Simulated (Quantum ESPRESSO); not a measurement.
**HfO2 (Fm-3m): modes at Γ and the response to a field**

Aim: the zone-centre modes of HfO2 (Fm-3m).

Calculated with Quantum ESPRESSO 7.5; DFT PBEsol, scalar-relativistic, plane waves, PseudoDojo norm-conserving pseudopotentials.

## Step 1: The starting structure

The structure is cubic, space group Fm-3m (No. 225). Conventional cell: a = 5.115 Å, b = 5.115 Å, c = 5.115 Å, α = 90.00°, β = 90.00°, γ = 90.00°. Nearest to Hf lie 8 O at 2.21 Å. O has 4 Hf at 2.21 Å nearest. Farther neighbours and most contacts between anions are not listed.

## Step 2: A probe with smearing

A cheap run with smearing and empty bands tells whether the crystal has a gap, which decides between fixed occupations and smearing later on.

Input file probe.in:

```
&control
   calculation = 'scf'
   prefix = 'x'
   outdir = './tmp'
   pseudo_dir = './pseudo'
   tprnfor = .true.
   tstress = .true.
   verbosity = 'high'
/
&system
   ibrav = 2
   celldm(1) = 9.66594913
   nat = 3
   ntyp = 2
   ecutwfc = 92.0
   occupations = 'smearing'
   smearing = 'gaussian'
   degauss = 0.01
/
&electrons
   conv_thr = 1.0d-07
   mixing_beta = 0.7
   electron_maxstep = 100
/
ATOMIC_SPECIES
 Hf    178.4900  Hf.upf
 O      15.9990  O.upf
ATOMIC_POSITIONS crystal
 Hf     0.000000000   0.000000000   0.000000000
 O      0.750000000   0.750000000   0.750000000
 O      0.250000000   0.250000000   0.250000000
K_POINTS automatic
 6 6 6 0 0 0
```

Command:

```bash
$ OMP_NUM_THREADS=1 mpirun -n 4 pw.x -nk 4 -in probe.in > probe.out
```

Planned after this: relaxation; self-consistent run for the response; zone-centre response; modes with the sum rule; check by a frozen phonon; A frozen mode; the LO-TO splitting (1 0 0). Settings of the main run: cutoff 92 Ry, 8×8×8 k-mesh, fixed occupations, response threshold 1.00e-18, field response on, q point (0, 0, 0).

**Question.** What will these runs give for the highest mode moved by the LO-TO term?

At the PBEsol level the optical modes of HfO2 (Fm-3m) at the zone centre (no LO-TO term) run from 237 to 586 cm⁻¹. Along the directions run, the highest mode that the macroscopic field moves lies at 624 cm⁻¹. Lattice motion raises the mean dielectric constant from 5.229 to 36.31.

```
volume per atom                                                        : 10.6 Å³
gap on the k-mesh                                                      : 3.78 eV
highest optical zone-centre mode (no LO-TO term)                       : 585.7 cm⁻¹
lowest optical zone-centre mode                                        : 236.9 cm⁻¹
highest mode moved by the LO-TO term                                   : 624.3 cm⁻¹
mean high-frequency dielectric constant                                : 5.23
largest Born charge in size (third of the trace)                       : 5.52 e
mean static dielectric constant                                        : 36.3
imaginary optical modes at the zone centre (no q mesh in this session) : none
```

The Born charge of Hf is 5.519 e against a formal charge of +4: displacements drive charge along the bonds, a mark of mixed ionic and covalent bonding and of large LO-TO splittings. Of the 6 optical modes, 3 are infrared active alone and 3 are Raman active alone; inversion symmetry keeps the two sets apart. These are harmonic frequencies at zero temperature: anharmonic shifts and linewidths and thermal expansion are left out. Spin-orbit coupling is left out, which can matter for the heavy elements here.

[Host names and launcher messages were left out of these logs when they were recorded.]

[Logs are printed without paths, hosts, clocks, repeated set-up lines and the standing remarks that a program may print on its own settings, such as how far it seeks lower states.]

[Hosts, paths, dates, database ids (printed as entryN), source tags and the programs' standing remarks are cut or masked in the printed files.]
